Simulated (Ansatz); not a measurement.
# Does disorder add resistance in series? Nb(100) layers with 50 % Ti

Two lengths of the disordered region are known. What area resistance does the third give?

Set-up. Ansatz 0.2.0, plane waves with PAW datasets at their recommended cutoffs (420 eV for most), Fermi-Dirac smearing; ballistic transmission by layer matching. The area resistance is RA = A (h/2e²)(1/T − 1/N), with T the zone-mean transmission per spin and N the lead's channels, both averaged over a few energies near the Fermi level; for magnets each spin is taken apart, with h/e², and the two conduct in parallel. Lateral cell 2x2, PBE, a fresh random draw for each length.

The runs, with one result withheld:

```tsv
length (Å)	channels N	RA (fΩ m²)
6.61	10.73	0.310
13.2	10.73	0.500
19.8	10.65	?
```

**Fit on the rows shown.**

Ohm's law makes RA linear in the length: the slope is (0.500 − 0.310)/(13.2 − 6.61) = 0.0287 fΩ m² per Å, or 29 µΩ cm. Then 0.500 + 0.0287 × 6.61. Predicted: 0.690 fΩ m².

Check against the run:

0.775 fΩ m², so the prediction is 11 % too low. The three lengths together give 35 µΩ cm. The two increments are 0.19 and 0.28 fΩ m²; with one draw for each length, their difference can't be told from scatter.

**Limits.** The scatterers repeat sideways with the small cell. The slope is a raw one; a model of isotropic scattering puts it 1.02 times the bulk value over these lengths. Atoms sit unrelaxed on the host's lattice, and the pair may not mix at random in practice.

[Logs are printed without paths, hosts, clocks, repeated set-up lines and the standing remarks that a program may print on its own settings, such as how far it seeks lower states.]
